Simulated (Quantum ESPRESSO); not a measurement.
# GaP (F-43m) in Quantum ESPRESSO: further runs, part 3 of 3

Quantum ESPRESSO 7.5. Earlier steps stand in the parts before.

### 4 Phonons, PBE, target pressure 80 GPa, at which the enthalpy is minimised

The input, pw.in:

```
&CONTROL
  calculation = 'scf'
  prefix = 'pwscf'
  outdir = './tmp'
  pseudo_dir = './pseudo'
  tprnfor = .true.
  tstress = .true.
  disk_io = 'low'
/
&SYSTEM
  ibrav = 0
  nat = 2
  ntyp = 2
  ecutwfc = 56
  ecutrho = 448
  nbnd = 19
  occupations = 'smearing'
  smearing = 'fd'
  degauss = 0.00367493
/
&ELECTRONS
  conv_thr = 4d-10
  electron_maxstep = 120
  mixing_beta = 0.5
/
ATOMIC_SPECIES
Ga    69.7230 ga_pbe_v1.4.uspp.F.UPF
P     30.9738 p_pbe_v1.5.uspp.F.UPF
CELL_PARAMETERS angstrom
   0.0000000000    2.7252500000    2.7252500000
   2.7252500000    0.0000000000    2.7252500000
   2.7252500000    2.7252500000    0.0000000000
ATOMIC_POSITIONS crystal
Ga     0.0000000000    0.0000000000    0.0000000000
P      0.7500000000    0.7500000000    0.7500000000
K_POINTS automatic
6 6 6 1 1 1
```

The input, relax.in:

```
&CONTROL
  calculation = 'vc-relax'
  prefix = 'pwscf'
  outdir = './tmp'
  pseudo_dir = './pseudo'
  tprnfor = .true.
  tstress = .true.
  disk_io = 'low'
  nstep = 40
  forc_conv_thr = 0.0001
  etot_conv_thr = 1d-06
/
&SYSTEM
  ibrav = 0
  nat = 2
  ntyp = 2
  ecutwfc = 56
  ecutrho = 448
  nbnd = 19
  occupations = 'smearing'
  smearing = 'fd'
  degauss = 0.00367493
/
&ELECTRONS
  conv_thr = 4d-10
  electron_maxstep = 120
  mixing_beta = 0.5
/
&IONS
  ion_dynamics = 'bfgs'
/
&CELL
  cell_dynamics = 'bfgs'
  press = 800
  press_conv_thr = 0.2
/
ATOMIC_SPECIES
Ga    69.7230 ga_pbe_v1.4.uspp.F.UPF
P     30.9738 p_pbe_v1.5.uspp.F.UPF
CELL_PARAMETERS angstrom
   0.0000000000    2.7252500000    2.7252500000
   2.7252500000    0.0000000000    2.7252500000
   2.7252500000    2.7252500000    0.0000000000
ATOMIC_POSITIONS crystal
Ga     0.0000000000    0.0000000000    0.0000000000
P      0.7500000000    0.7500000000    0.7500000000
K_POINTS automatic
6 6 6 1 1 1
```

The input, scf2.in:

```
&CONTROL
  calculation = 'scf'
  prefix = 'pwscf'
  outdir = './tmp'
  pseudo_dir = './pseudo'
  tprnfor = .true.
  tstress = .true.
  disk_io = 'low'
/
&SYSTEM
  ibrav = 0
  nat = 2
  ntyp = 2
  ecutwfc = 56
  ecutrho = 448
  nbnd = 19
  occupations = 'fixed'
/
&ELECTRONS
  conv_thr = 1d-13
  electron_maxstep = 120
  mixing_beta = 0.5
  startingpot = 'file'
  startingwfc = 'file'
/
ATOMIC_SPECIES
Ga    69.7230 ga_pbe_v1.4.uspp.F.UPF
P     30.9738 p_pbe_v1.5.uspp.F.UPF
CELL_PARAMETERS angstrom
   0.0000000000    2.3922787954    2.3922787954
   2.3922787954    0.0000000000    2.3922787954
   2.3922787954    2.3922787954    0.0000000000
ATOMIC_POSITIONS crystal
Ga     0.0000000000    0.0000000000    0.0000000000
P      0.7500000000    0.7500000000    0.7500000000
K_POINTS automatic
6 6 6 1 1 1
```

The input, ph.in:

```
phonons of GaP
&INPUTPH
  prefix = 'pwscf'
  outdir = './tmp'
  tr2_ph = 1d-18
  fildyn = 'dyn'
  niter_ph = 90
  alpha_mix(1) = 0.7
  epsil = .true.
/
0.0000000000 0.0000000000 0.0000000000
```

The input, dynmat.in:

```
&INPUT
  fildyn = 'dyn'
  asr = 'crystal'
  lperm = .true.
  filout = 'dynmat.disp'
  fileig = 'dynmat.eig'
/
```

The input, dynmat_lo.in:

```
&INPUT
  fildyn = 'dyn'
  asr = 'crystal'
  filout = 'dynmat_lo.disp'
  fileig = 'dynmat_lo.eig'
  q(1) = 0
  q(2) = 0
  q(3) = 1
/
```

Potentials or basis: GBRV 1.5 PBE.

Run with:

```console
OMP_NUM_THREADS=1 mpirun -n 4 pw.x -nk 4 -in pw.in > pw.out
OMP_NUM_THREADS=1 mpirun -n 4 pw.x -nk 4 -in relax.in > relax.out
OMP_NUM_THREADS=1 mpirun -n 4 pw.x -nk 4 -in scf2.in > scf2.out
OMP_NUM_THREADS=1 mpirun -n 4 ph.x -nk 4 -in ph.in > ph.out
OMP_NUM_THREADS=1 mpirun -n 1 dynmat.x -in dynmat.in > dynmat.out
OMP_NUM_THREADS=1 mpirun -n 1 dynmat.x -in dynmat_lo.in > dynmat_lo.out
```

pw.out:

```text
This program is part of the open-source Quantum ESPRESSO suite
     for quantum simulation of materials; please cite
[... 6 lines left out ...]
     using ibrav=0 with symmetry is DISCOURAGED, use correct ibrav instead

     K-points division:     npool     =       4
     Subspace diagonalization in iterative solution of the eigenvalue problem:
     a serial algorithm will be used

     G-vector sticks info
     --------------------
     sticks:   dense  smooth     PW     G-vecs:    dense   smooth      PW
     Sum        1639     823    253                43799    15473    2685

     Using Slab Decomposition

     bravais-lattice index     =            0
     lattice parameter (alat)  =       7.2832  a.u.
     unit-cell volume          =     273.1780 (a.u.)^3
     number of atoms/cell      =            2
     number of atomic types    =            2
     number of electrons       =        24.00
     number of Kohn-Sham states=           19
     kinetic-energy cutoff     =      56.0000  Ry
     charge density cutoff     =     448.0000  Ry
     scf convergence threshold =      4.0E-10
     mixing beta               =       0.5000
     number of iterations used =            8  plain     mixing
     Exchange-correlation=  SLA  PW   PBX  PBC
                           (   1   4   3   4   0   0   0)

     celldm(1)=   7.283166  celldm(2)=   0.000000  celldm(3)=   0.000000
[... 90 lines left out ...]
     Starting wfcs are   16 randomized atomic wfcs +    3 random wfcs

     Self-consistent Calculation

     iteration #  1     ecut=    56.00 Ry     beta= 0.50
     Davidson diagonalization with overlap
     ethr =  1.00E-02,  avg # of iterations =  7.2

     total energy              =    -426.95686257 Ry
     estimated scf accuracy    <       7.58796265 Ry
[... 71 lines left out ...]
     iteration # 12     ecut=    56.00 Ry     beta= 0.50
     Davidson diagonalization with overlap
     ethr =  4.06E-12,  avg # of iterations =  2.6

     End of self-consistent calculation

          k = 0.0589 0.0589 0.0589 (  1937 PWs)   bands (ev):

   -86.3039 -86.3039 -86.3039  -6.7607  -6.7518  -6.7518  -6.6533  -6.6533
    -4.6822   6.8227   7.6119   7.6119  10.0391  11.7834  11.7834  11.8128
    16.9803  17.1050  17.1050
[... 87 lines left out ...]
   -86.3039 -86.3039 -86.3039  -6.8714  -6.6932  -6.6899  -6.6853  -6.6328
    -1.9066   1.1385   4.7924   5.1195   9.5050  10.0351  17.3504  17.5645
    18.9416  19.7621  20.7921

          k =-0.5303 0.1768-0.0589 (  1937 PWs)   bands (ev):

   -86.3039 -86.3039 -86.3039  -6.8540  -6.7098  -6.7013  -6.6743  -6.6384
    -2.4462   1.8590   4.6072   5.3378  10.3664  11.5157  14.2888  16.1926
    18.0806  20.1505  20.5874

          k =-0.4125 0.0589 0.0589 (  1937 PWs)   bands (ev):
[... 61 lines left out ...]
   -86.3039 -86.3039 -86.3039  -6.8418  -6.7243  -6.7185  -6.6529  -6.6472
    -2.4825   1.2919   4.9613   6.2658  10.5343  12.4552  13.3747  15.8903
    17.8069  18.0344  19.7113

     the Fermi energy is     8.5300 ev

!    total energy              =    -430.92356548 Ry
     estimated scf accuracy    <          1.2E-12 Ry
     smearing contrib. (-TS)   =      -0.00000000 Ry
     internal energy E=F+TS    =    -430.92356548 Ry

     The total energy is F=E-TS. E is the sum of the following terms:
     one-electron contribution =    -396.46856830 Ry
     hartree contribution      =     206.66590098 Ry
     xc contribution           =     -54.50599454 Ry
     ewald contribution        =    -186.61490361 Ry

     convergence has been achieved in  12 iterations

     Forces acting on atoms (cartesian axes, Ry/au):

     atom    1 type  1   force =    -0.00000000   -0.00000000   -0.00000000
     atom    2 type  2   force =     0.00000000    0.00000000    0.00000000

     Total force =     0.000000     Total SCF correction =     0.000000

     Computing stress (Cartesian axis) and pressure

          total   stress  (Ry/bohr**3)                   (kbar)     P=       24.94
   0.00016953   0.00000000   0.00000000           24.94        0.00        0.00
   0.00000000   0.00016953   0.00000000            0.00       24.94        0.00
  -0.00000000   0.00000000   0.00016953           -0.00        0.00       24.94

=------------------------------------------------------------------------------=
   JOB DONE.
=------------------------------------------------------------------------------=
```

relax.out:

```text
This program is part of the open-source Quantum ESPRESSO suite
     for quantum simulation of materials; please cite
[... 6 lines left out ...]
     using ibrav=0 with symmetry is DISCOURAGED, use correct ibrav instead

     K-points division:     npool     =       4
[... 1946 lines left out ...]
   0.00546080  -0.00000000   0.00000000          803.31       -0.00        0.00
  -0.00000000   0.00546080  -0.00000000           -0.00      803.31       -0.00
   0.00000000   0.00000000   0.00546080            0.00        0.00      803.31

=------------------------------------------------------------------------------=
   JOB DONE.
=------------------------------------------------------------------------------=
```

It took 5.6 min on 4 MPI ranks of AMD EPYC (Zen 3), shared host; peak memory 0.44 GiB.

What came out:

```
Free energy                                             : -5860.5310 eV
Relaxed volume                                          : 13.69 Å³/atom
Relaxed cell                                            : a = 3.383 Å, b = 3.383 Å, c = 3.383 Å, α = 60.00°, β = 60.00°, γ = 60.00°
Space group after relaxing (to 0.05 Å)                  : F-43m (No. 216)
Pressure after relaxing                                 : 80.3 GPa
Electronic dielectric tensor (diagonal)                 : 10.01
Born charges (mean of the diagonal)                     : Ga +1.50; P -1.51 e
Highest phonon frequency at Γ, LO-TO splitting left out : 562 cm⁻¹
Static dielectric tensor (diagonal)                     : 10.61
```

Step by step:
```tsv
step	energy change (eV)	largest force (eV/Å)	pressure (GPa)	volume (Å³)
1	0.0000	0.0000	2.49	40.48
2	2.9401	0.0000	92.35	26.50
3	2.2580	0.0000	74.55	27.81
4	2.4583	0.0000	79.80	27.40
5	2.4660	0.0000	80.00	27.38
```

Final structure:
```xyz
2
Lattice="0.0000 2.3923 2.3923 2.3923 0.0000 2.3923 2.3923 2.3923 0.0000" Properties=species:S:1:pos:R:3 pbc="T T T"
Ga    0.0000    0.0000    0.0000
P     3.5884    3.5884    3.5884
```

Levels at points of the mesh, in eV from the valence-band top:
```
           k point  band 9  band 10  band 11  band 12  band 13  band 14  band 15  band 16
(0.08, 0.08, 0.08)  -15.39    -0.85     0.00     0.00     3.86     3.96     3.96     5.94
```

Phonon frequencies in cm⁻¹ (negative: imaginary):
```
              q point        frequencies
(0.000, 0.000, 0.000)  3 3 3 562 562 562
```

Electronic dielectric tensor:
```
10.01  0.00  0.00
 0.00 10.01  0.00
 0.00  0.00 10.01
```

Born effective charge tensors (e):
atom 1, Ga
```
1.50 0.00 0.00
0.00 1.50 0.00
0.00 0.00 1.50
```
atom 2, P
```
-1.51  0.00  0.00
 0.00 -1.51  0.00
 0.00  0.00 -1.51
```

Optical modes at Γ, degenerate ones joined, polar ones without the macroscopic field:
| cm⁻¹ | components | symmetry | active in | IR intensity, summed ((D/Å)²/amu) |
| --- | --- | --- | --- | --- |
| 562 | 3 | T2 | IR and Raman | 7.31 |

Zone-centre frequencies without and with the macroscopic field along z (cm⁻¹):
|  | optical modes in rising order |
| --- | --- |
| without | 562 562 562 |
| with the field | 562 562 579 |

Static dielectric tensor, electrons and zone-centre modes:
```
10.61  0.00  0.00
 0.00 10.61  0.00
 0.00  0.00 10.61
```

Caveat: the mesh is thin for the dielectric tensor, Born charges and intensities, which usually come out too large; the volume moved by over 15 % at a fixed basis, so the end points are rough; the cell is more than 3 GPa from zero pressure, which shifts response properties.

### 5 Summary

| cell | pressure (GPa) |
| --- | --- |
| relaxed to 25 GPa | 25.2 |
| relaxed to 50 GPa | 50.3 |
| relaxed to 80 GPa | 80.3 |

Alike in all rows: task phonons; level PBE; potentials or basis GBRV 1.5 PBE; no spin polarisation; k mesh 6 × 6 × 6, shifted; cutoff (eV) 762; smearing fermi-dirac 0.05 eV.

Caveats: the volume moved by over 15 % at a fixed basis, so the end points are rough; the cell is more than 3 GPa from zero pressure, which shifts response properties.

Total energies depend on the potentials used, so only differences within one code and one set of settings carry meaning.
